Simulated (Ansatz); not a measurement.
CaSe in the rocksalt structure

The computed numbers are results of PBEsol, scalar-relativistic (no spin polarisation) in the plane-wave PAW code Ansatz at 420 eV, 10×10×10 k-mesh, Gaussian smearing of 0.05 eV; PAW files: Ansatz's generated set soft_2.

```xyz
2
Lattice="0.0000 2.9343 2.9343 2.9343 0.0000 2.9343 2.9343 2.9343 0.0000" Properties=species:S:1:pos:R:3 pbc="T T T"
Ca    2.9343    2.9343    2.9343
Se    0.0000    0.0000    0.0000
```

The compound is reported in the structure type of the start.

The cell is relaxed to zero pressure at this level.

The cell has space group Fm-3m (read at 0.01 Å). In it the stress is 0.00, 0.00, 0.00, 0.00, 0.00, 0.00 GPa and the largest force component 0.000 eV/Å. Each change below starts from this cell, without further relaxation. Stress is in GPa, positive in compression, in the order xx, yy, zz, yz, xz, xy; energies are counted from the cell above.

Question: What happens when atom 2 (Se) is moved by 0.02 Å along x?

Answer: The energy changes by 0.6 meV per cell, and the force on it along the shift is -0.065 eV/Å (−F/u = 3.24 eV/Å²). Stress: 0.02, -0.01, -0.01, 0.00, 0.00, 0.00.
| atom | Fx (eV/Å) | Fy | Fz |
| --- | --- | --- | --- |
| Ca1 | 0.065 | 0.000 | 0.000 |
| Se2 | -0.065 | 0.000 | 0.000 |

Question: What stress follows from an engineering strain of -1 % in zz, atoms carried along?

Answer: 0.19, 0.19, 1.26, 0.00, 0.00, 0.00 GPa; the energy changes by 1.9 meV per cell. The gap on the mesh goes from 1.88 eV to 1.84 eV.
The change of the stress over the strain gives a clamped-atom stiffness of about 126 GPa for this component, a secant value that lies under the elastic constant in tension and over it in compression, by several per cent for each per cent of strain.
In a harmonic crystal the energy would rise by V(½Cε² − σ₀ε), with σ₀ the stress of the unstrained cell, = 2.0 meV, which matches.

Semilocal functionals underestimate band gaps, commonly by a third or more.

Compression along a cube axis meets a much larger stress along that axis (1.26 GPa) than across it (0.19 GPa). The strain shortens the Ca–Se contacts lying along the axis and so works directly against the closed-shell repulsion between the ions, while the perpendicular contacts keep their length. Because every atom in rocksalt sits on an inversion centre that homogeneous strain preserves, there is no internal relaxation to add, and the clamped-atom stiffness is also the relaxed-ion one.

The displacement moves the whole Se sublattice against Ca. Its restoring force therefore describes the transverse optical mode at the zone centre and shows no polar instability there; the longitudinal mode would be stiffened further by the macroscopic field.

The slight narrowing of the gap probably reflects shifts and splittings of the Se p valence states and the Ca d-derived conduction states. Since the strain changes volume and shape together, their separate contributions can't be assigned. Stability against shear or modes away from the zone centre remains untested.
